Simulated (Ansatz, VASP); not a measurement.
BiS: VASP beside Ansatz

```
Bi S
1.0
     3.51296    0.00000    0.00000
     0.00000    3.51296    0.00000
     0.00000    0.00000    3.51296
Bi S
1 1
Direct
  0.00000 0.00000 0.00000
  0.50000 0.50000 0.50000
```

Alike in both runs: task single point; functional PBE; k mesh 10 × 10 × 10; occupations gaussian, width 0.05 eV; no spin polarisation.

```csv
,VASP,Ansatz
version,VASP 6.6.1,Ansatz 0.2.0
potentials or method,"VASP PAW PBE potentials, release 64 (Bi_d, S)","scalar-relativistic, plane waves, PAW"
plane-wave cutoff (eV),520,420
valence electrons in the cell,21,21
```

Ansatz gave:

| Item | Value |
| --- | --- |
| gap on the k mesh at the Fermi level (eV) | none |
| pressure (GPa) | 4.7 |

**Question.** What did VASP give for the same quantities?

**Answer.** gap on the k mesh at the Fermi level (eV): none; pressure (GPa): 4.6.

A gap of «none» marks a metal or a gap that the smearing closes. The functional is the same, so the differences come from potentials, cutoffs and numerics.

Caveats: spin-orbit coupling is left out, which moves the levels of the heavy elements.
